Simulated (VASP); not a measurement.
## Sb under changes of volume

One of the cells (27.428 Å³/atom); the others are scaled copies at fixed shape and fractional positions:

```xyz
1
Lattice="0.0000 2.3936 2.3936 2.3936 0.0000 2.3936 2.3936 2.3936 0.0000" Properties=species:S:1:pos:R:3 pbc="T T T"
Sb    0.0000    0.0000    0.0000
```

This isn't the form of Sb at room conditions, which is rhombohedral.

- Program: VASP 6.6.1
- Functional: r2SCAN
- Potentials or basis: VASP PAW PBE potentials, release 64 (Sb)
- Cutoff: 520 eV
- k mesh: 8 × 8 × 8
- Occupations: fermi-dirac, width 0.05 eV
- Spin: no spin polarisation

| volume (Å³/atom) | energy over the lowest point (meV/atom) | pressure (GPa) |
| --- | --- | --- |
| 26.331 | ? | ? |
| 26.880 | 2.56 | 1.3 |
| 27.428 | 0.00 | 0.0 |
| 27.977 | 1.96 | -1.3 |
| 28.525 | 7.95 | -2.4 |

What does the run at 26.331 Å³/atom give?

Energy over the lowest point 10.14 meV/atom; pressure 2.8 GPa.

Worked out: A Birch-Murnaghan fit of order 2 (a polynomial in V^(-2/3)) to the other rows has its minimum at 27.46 Å³/atom with B0 = V·E''(V) = 65 GPa. It gives 10.08 meV/atom at 26.331 Å³/atom, against the run's 10.14, and -dE/dV = 3.0 GPa, against 2.8.

Energies are extrapolated to zero smearing.

Caveats: the PAW data sets were made with another functional, which shifts forces and pressure a little.
